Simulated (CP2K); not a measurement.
## InSe: band structure with LDA

**Measured values to compare with.**

From “The Interaction of Hydrogen with the van der Waals Crystal γ-InSe”, 2020, pmc:7321205, for a bulk crystal of InSe at 300 K: band gap 1.25 eV.

InSe:

```
CELL_PARAMETERS angstrom
8.75025 0.00000 0.00000
7.83599 3.89411 0.00000
7.83599 1.83973 3.43213
ATOMIC_POSITIONS crystal
In 0.88860 0.88860 0.88860
In 0.00000 0.00000 0.00000
Se 0.17190 0.17190 0.17190
Se 0.38350 0.38350 0.38350
```

* Program: CP2K 2026.2
* Task: band structure
* Functional: LDA
* Potentials or basis: GTH_POTENTIALS In GTH-PADE-q13, Se GTH-PADE-q6; TZVP-MOLOPT-PBE-GTH basis
* Density cutoff: 6123 eV
* k mesh: 8 × 8 × 8
* Occupations: fermi-dirac, width 0.1 eV
* Spin: no spin polarisation
* SCF solver: diagonalisation with k points
* Quickstep method: GPW
* EPS_DEFAULT: 1.0E-10
* EPS_SCF: 1.0E-6
* MAX_SCF: 100
* SCF_GUESS: ATOMIC
* k points reduced by the point group: yes
* Mesh centred on Gamma: yes
* CHOLESKY: OFF
* EPS_EIGVAL: 1.0E-7
* MIXING METHOD: BROYDEN_MIXING
* MIXING ALPHA: 0.4
* NBUFFER: 8
* NGRIDS: 4
* Basis sets: In TZVP-MOLOPT-PBE-GTH-q13, Se TZVP-MOLOPT-PBE-GTH-q6
* Potentials: In GTH-PADE-q13 of GTH_POTENTIALS, Se GTH-PADE-q6 of GTH_POTENTIALS
* ADDED_MOS: [14]
* Points a segment of the path (NPOINTS): 6
* Bands added on the path: 2
* REL_CUTOFF (Ry): 60 Ry
* MIXING BETA (1/bohr): 1.5 1/bohr
* CUTOFF of the grids: 450 Ry

| Property | Result |
| --- | --- |
| Pressure | -1.1 GPa |
| Largest force | 0.308 eV/Å |
| Band gap on the k mesh | 0.20 eV, direct |
| Band gap along the path | 0.20 eV, direct |
| Mulliken charges | In -0.26, -0.27; Se +0.27 e |

Forces on the atoms (eV/Å):
```
In   0.297  0.070  0.042
In  -0.278 -0.065 -0.039
Se   0.003  0.001  0.000
Se  -0.022 -0.005 -0.003
```

Stress tensor (GPa, compression positive):
```
-1.84 -0.28 -0.17
-0.28 -0.72 -0.04
-0.17 -0.04 -0.68
```

Levels at the corners of the path, in eV from the valence-band top:
```tsv
point	band 16	band 17	band 18	band 19	band 20	band 21	band 22	band 23
Γ	-1.31	-1.31	-1.22	-1.22	1.56	1.90	4.33	4.33
L	-2.42	-2.36	-2.26	-1.71	1.10	1.84	3.54	3.90
B1	-3.73	-2.55	-2.26	-1.79	1.68	2.32	3.34	4.37
B	-3.73	-2.55	-2.26	-1.79	1.68	2.32	3.34	4.37
Z	-1.38	-1.14	-1.14	0.00	0.20	1.99	4.25	4.25
Γ	-1.31	-1.31	-1.22	-1.22	1.56	1.90	4.33	4.33
X	-3.74	-2.59	-2.24	-1.76	1.74	2.22	3.37	4.34
Q	-3.74	-2.59	-2.24	-1.76	1.74	2.22	3.37	4.34
F	-2.68	-2.53	-2.07	-1.54	1.02	1.89	3.20	3.55
P1	-2.61	-2.50	-2.10	-1.67	1.25	1.72	3.27	3.71
Z	-1.38	-1.14	-1.14	0.00	0.20	1.99	4.25	4.25
L	-2.42	-2.36	-2.26	-1.71	1.10	1.84	3.54	3.90
P	-2.61	-2.50	-2.10	-1.67	1.25	1.72	3.27	3.71
```

It took 2.1 min on 2 threads of Arm Neoverse V2, with other jobs on the host, peak memory 1.4 GiB.

A measured gap of InSe is 1.25 eV (300 K; “The Interaction of Hydrogen with the van der Waals Crystal γ-InSe”, 2020, pmc:7321205); the calculated 0.20 eV misses it by -1.05 eV. So large a miss can be the level of theory's own, or it may mean another phase, state or a wrong row. Spin-orbit coupling on In, Se is left out. The value is that of LDA in an atomic basis (GTH_POTENTIALS In GTH-PADE-q13, Se GTH-PADE-q6; TZVP-MOLOPT-PBE-GTH basis), whose error adds to the functional's,, without temperature or zero-point motion. Semilocal functionals fall short of measured gaps as a rule.

Caveat: Mulliken charges move with the basis; spin-orbit coupling is left out, which moves the levels of the heavy elements; the basis of atomic orbitals isn't converged, which shifts pressures, moduli and gaps.
